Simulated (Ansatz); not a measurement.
Runs of Ansatz 0.2.0 on Ta. It takes space group Im-3m (No. 229, cubic). Conventional cell: a = 3.303 Å, b = 3.303 Å, c = 3.303 Å, α = 90.00°, β = 90.00°, γ = 90.00°. Ta (site symmetry m-3m) is surrounded by 8 Ta at 2.86 Å. 

```tsv
task	level	cell	k mesh	gap on the mesh (eV)	pressure (GPa)	relaxed volume (Å³/atom)
phonons	LDA	as given	8 × 8 × 8	none	-	-
relaxation of cell and atoms	BLYP+D4	relaxed	11 × 11 × 11	none	0.0	(a)
relaxation of cell and atoms	PBEsol+D4	relaxed	11 × 11 × 11	none	0.0	17.49
relaxation of cell and atoms	RPBE+D3(BJ)	relaxed	11 × 11 × 11	none	0.0	15.15
relaxation of cell and atoms	RPBE+D4	relaxed	11 × 11 × 11	none	0.0	18.15
```

Alike in all rows: potentials or basis Ansatz PAW; no spin polarisation; cutoff (eV) 420; smearing fermi-dirac 0.05 eV.

Q: Fill in the values left out.

A: (a) 18.33.

Caveats: the PAW data sets come from PBE, with cores solved anew for the run's functional, which leaves a small shift of forces and pressure; the plane-wave basis is chosen anew once the cell has moved, so the energies of steps on either side of that aren't comparable (some runs); pairwise dispersion overbinds metals, which lowers pressure and volume (some runs); the volume moved by over 15 % at a fixed basis, so the end points are rough (some runs); the volume moved by -16 % from the deposited cell, more than functionals usually miss (some runs).

A k mesh can miss the band edges, and the runs leave out spin-orbit coupling on Ta.

A gap of «none» marks a metal or a gap under the smearing width.

Runs at the PBE level aren't shown here.
